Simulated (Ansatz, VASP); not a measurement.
# KMgF3 in VASP and in Ansatz

```xyz
5
Lattice="3.9261 0.0000 0.0000 0.0000 3.9261 0.0000 0.0000 0.0000 3.9859" Properties=species:S:1:pos:R:3 pbc="T T T"
K     1.9631    1.9631    1.9929
Mg    0.0000    0.0000    0.0000
F     1.9631    0.0000    0.0000
F     0.0000    1.9631    0.0000
F     0.0000    0.0000    1.9929
```

Change from the starting cell: strain -0.015 along x and y, +0.000 along z, atoms carried along.

Alike in both runs: task single point; functional PBE; k mesh 6 × 6 × 6; occupations gaussian, width 0.05 eV; no spin polarisation.

|  | VASP | Ansatz |
| --- | --- | --- |
| version | VASP 6.6.1 | Ansatz 0.2.0 |
| potentials or method | VASP PAW PBE potentials, release 64 (K_sv, Mg, F) | scalar-relativistic, plane waves, PAW |
| plane-wave cutoff (eV) | 520 | 420 |
| valence electrons in the cell | 32 | 40 |

|  | VASP | Ansatz | Ansatz less VASP |
| --- | --- | --- | --- |
| gap on the k mesh at the Fermi level (eV) | 7.53 | 7.56 | +0.030 |
| least direct gap on the mesh (eV) | 7.86 | 7.89 | +0.027 |
| pressure (GPa) | 6.1 | 6.5 | +0.42 |
| largest component of the traceless stress (GPa) | 1.17 | 1.17 | -0.001 |

The two sets of potentials don't hold the same shells in valence.

A k mesh can miss the band edges.
